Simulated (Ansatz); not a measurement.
Crystal: Ge.

```
Ge
1.0
     4.05040    0.00000    0.00000
    -2.02520    3.50775    0.00000
     0.00000    0.00000   10.99336
Ge
4
Direct
  0.66667 0.33333 0.41485
  0.33333 0.66667 0.91485
  0.00000 0.00000 0.47745
  0.00000 0.00000 0.97745
```

This isn't the form of Ge at room conditions, which is diamond.

Base run:

```yaml
Program: Ansatz 0.2.0
Functional: PBEsol
Potentials_or_basis: all-electron LAPW, scalar-relativistic
Cutoff: 321 eV
Density_cutoff: 1282 eV
Basis_error_allowed: 0.001 eV/atom
k_mesh: 8 × 8 × 3
Occupations: fermi-dirac, width 0.05 eV
Spin: no spin polarisation
```

Its results: pressure -1.6 GPa; largest force 0.168 eV/Å.

Task: The run is repeated on the same cell with these changes: functional from PBEsol to LDA; basis error allowed from 0.001 eV/atom to 0.002 eV/atom. What comes out?

Result: Pressure -2.5 GPa; largest force 0.274 eV/Å.

Not every run made on this cell is shown here.
